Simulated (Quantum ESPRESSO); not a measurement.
A calculation with Quantum ESPRESSO 7.5 of V (ASE script, structure from a POSCAR):

The input run.py:

```python
import numpy as np
from ase.calculators.espresso import Espresso, EspressoProfile
from ase.io import read

atoms = read('POSCAR')
atoms.set_initial_magnetic_moments([2.0, 2.0])

input_data = {
    'control': {'calculation': 'scf', 'prefix': 'pwscf', 'outdir': './tmp', 'tprnfor': True, 'tstress': True, 'disk_io': 'nowf'},
    'system': {'ecutwfc': 55.0, 'ecutrho': 440.0, 'nbnd': 23, 'occupations': 'smearing', 'smearing': 'fd', 'degauss': 0.00367493, 'nspin': 2},
    'electrons': {'conv_thr': 4e-10, 'electron_maxstep': 120, 'mixing_beta': 0.3},
}
pseudopotentials = {'V': 'v_pbe_v1.4.uspp.F.UPF'}
profile = EspressoProfile(command='pw.x', pseudo_dir='pseudo')
dft = Espresso(profile=profile, input_data=input_data, pseudopotentials=pseudopotentials, kpts=(11, 11, 6), koffset=(0, 0, 0))
atoms.calc = dft

print(f'energy {atoms.get_potential_energy():.8f} eV')
print('forces (eV/A)')
print(np.round(atoms.get_forces(), 6))
print('stress (eV/A^3, Voigt)')
print(np.round(atoms.get_stress(), 8))
print(f'Fermi level {dft.get_fermi_level():.4f} eV')
```

The input POSCAR:

```
V
1.0
   -1.5130000000      1.5130000000      1.5130000000
    1.5130000000     -1.5130000000      1.5130000000
    3.0260000000      3.0260000000      0.0000000000
V
2
Direct
    0.0043163000      0.0007526200      0.9982878000
    0.4956837000      0.4992473800      0.5017122000
```

Potentials or basis: SSSP 1.3 efficiency PBE.

Run with:

```sh
$ OMP_NUM_THREADS=1 python run.py
```

Question: Write the same calculation in another form: native input, structure typed inline.

Answer: As run:

The input pw.in:

```
&CONTROL
  calculation = 'scf'
  prefix = 'pwscf'
  outdir = './tmp'
  pseudo_dir = './pseudo'
  tprnfor = .true.
  tstress = .true.
  disk_io = 'low'
/
&SYSTEM
  ibrav = 0
  nat = 2
  ntyp = 1
  ecutwfc = 55
  ecutrho = 440
  nbnd = 23
  occupations = 'smearing'
  smearing = 'fd'
  degauss = 0.00367493
  nspin = 2
  starting_magnetization(1) = 0.1538
/
&ELECTRONS
  conv_thr = 4d-10
  electron_maxstep = 120
  mixing_beta = 0.3
/
ATOMIC_SPECIES
V     50.9415 v_pbe_v1.4.uspp.F.UPF
CELL_PARAMETERS angstrom
  -1.5130000000    1.5130000000    1.5130000000
   1.5130000000   -1.5130000000    1.5130000000
   3.0260000000    3.0260000000    0.0000000000
ATOMIC_POSITIONS crystal
V      0.0043163000    0.0007526200    0.9982878000
V      0.4956837000    0.4992473800    0.5017122000
K_POINTS automatic
11 11 6 0 0 0
```

File pp_density.in:

```
&INPUTPP
  prefix = 'pwscf'
  outdir = './tmp'
  filplot = 'density.dat'
  plot_num = 0
/
&PLOT
  nfile = 1
  filepp(1) = 'density.dat'
  iflag = 3
  output_format = 6
  fileout = 'density.cube'
/
```

Contents of pp_potential.in:

```
&INPUTPP
  prefix = 'pwscf'
  outdir = './tmp'
  filplot = 'potential.dat'
  plot_num = 11
/
&PLOT
  nfile = 1
  filepp(1) = 'potential.dat'
  iflag = 3
  output_format = 6
  fileout = 'potential.cube'
/
```

pp_spin.in

```
&INPUTPP
  prefix = 'pwscf'
  outdir = './tmp'
  filplot = 'spin.dat'
  plot_num = 6
/
&PLOT
  nfile = 1
  filepp(1) = 'spin.dat'
  iflag = 3
  output_format = 6
  fileout = 'spin.cube'
/
```

Potentials or basis: SSSP 1.3 efficiency PBE.

Command:

```bash
$ OMP_NUM_THREADS=1 pw.x -in pw.in > pw.out
$ OMP_NUM_THREADS=1 pp.x -in pp_density.in > pp_density.out
$ OMP_NUM_THREADS=1 pp.x -in pp_potential.in > pp_potential.out
$ OMP_NUM_THREADS=1 pp.x -in pp_spin.in > pp_spin.out
```

Both were run:

|  | ASE script, structure from a POSCAR | native input, structure typed inline |
| --- | --- | --- |
| Pressure | -5.1 GPa | -5.1 GPa |
| Largest force | 0.098 eV/Å | 0.098 eV/Å |
| Band gap on the k mesh | none (metal or under the smearing width) | none (metal or under the smearing width) |
| Net moment | 0.00 μB per cell | 0.00 μB per cell |
| Absolute moment | 0.00 μB per cell | 0.00 μB per cell |
| Valence electrons inside the program's atomic spheres | V 11.26 | V 11.26 |

Keys that steer only the numerical path or the files written may differ.
